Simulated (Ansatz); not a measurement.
Ni, 1 atom in the cell. The structure is cubic, space group Fm-3m (No. 225). The conventional cell has a = 3.475 Å, b = 3.475 Å, c = 3.475 Å, α = 90.00°, β = 90.00°, γ = 90.00°. Around Ni (site symmetry m-3m) lie 12 Ni at 2.46 Å. 

| Property | Result |
| --- | --- |
| Program | Ansatz 0.2.0 |
| Task | single point |
| Functional | PBE |
| Potentials or basis | Ansatz PAW |
| Cutoff | 420 eV (not typed: the program's choice for these potentials) |
| k mesh | 13 × 13 × 13 |
| Occupations | gaussian, width 0.016 eV |
| Spin | collinear spin, ferromagnetic start |
| Starting moments | [1.0] μB |

Potentials or basis: Ansatz PAW.

Command:

```console
$ ansatz run input.yaml --threads 2 --pin off --max-ram 5632MiB --backend cpu --events-out ev --progress --plain --runs-dir out
```

Hardware: 2 threads of Intel(R) Xeon(R) Platinum 8259CL CPU @ 2.50GHz (Skylake/Cascade Lake) (shared host).

Task: Estimate the wall time of this run.

Result: It took 2.1 s on 2 threads of Intel(R) Xeon(R) Platinum 8259CL CPU @ 2.50GHz (Skylake/Cascade Lake), on a shared host, peak memory 0.35 GiB. Counts: scf iterations 12, plane waves 181, k points 84, bands 14.
